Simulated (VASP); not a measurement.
The system is V.

```xyz
4
Lattice="4.0098 0.0000 0.0000 0.0000 4.0098 0.0000 0.0000 0.0000 4.0098" Properties=species:S:1:pos:R:3 pbc="T T T"
V     0.1203    0.1203    0.1203
V     1.8846    3.8895    2.1252
V     2.1252    1.8846    3.8895
V     3.8895    2.1252    1.8846
```

The cell was built by a generator and needn't be a form met in nature.

```yaml
Program: VASP 6.6.1
Task: relaxation of cell and atoms
Functional: PBE
Potentials_or_basis: VASP PAW PBE potentials, release 64 (V_sv)
Cutoff: 600 eV
k_mesh: 4 × 4 × 4
Occupations: gaussian, width 0.1 eV
Spin: collinear spin, typed start
Starting_moments: "[0.54, 0.54, 0.54, 0.54] μB"
```

At the start: pressure -15.7 GPa; volume 16.12 Å³/atom.

Q: Where does the relaxation end?

A: Over 7 steps the energy falls by 213.0 meV/atom and the volume is 13.98 Å³/atom (-13.3 %); space group Fm-3m (No. 225, to 0.05 Å); moment 1.93 μB per cell.

Step by step:
| step | energy change (eV) | largest force (eV/Å) | pressure (GPa) | volume (Å³) |
| --- | --- | --- | --- | --- |
| 1 | 0.0000 | 0.7845 | -15.68 | 64.47 |
| 2 | -0.1982 | 1.1920 | 21.73 | 50.85 |
| 3 | -0.4930 | 1.0790 | 1.58 | 56.24 |
| 4 | -0.6758 | 0.7252 | 1.84 | 55.77 |
| 5 | -0.8378 | 0.0492 | 3.84 | 54.73 |
| 6 | -0.8042 | 0.0131 | -6.49 | 58.18 |
| 7 | -0.8521 | 0.0235 | -0.10 | 55.92 |

Final structure:
```
CELL_PARAMETERS angstrom
3.82402 0.00000 0.00000
0.00000 3.82402 0.00000
0.00000 0.00000 3.82402
ATOMIC_POSITIONS crystal
V 0.00068 0.00068 0.00068
V 0.49932 0.99932 0.50068
V 0.50068 0.49932 0.99932
V 0.99932 0.50068 0.49932
```

Caveat: the k mesh is coarse (spacing up to 0.39 Å⁻¹), so the values aren't converged.
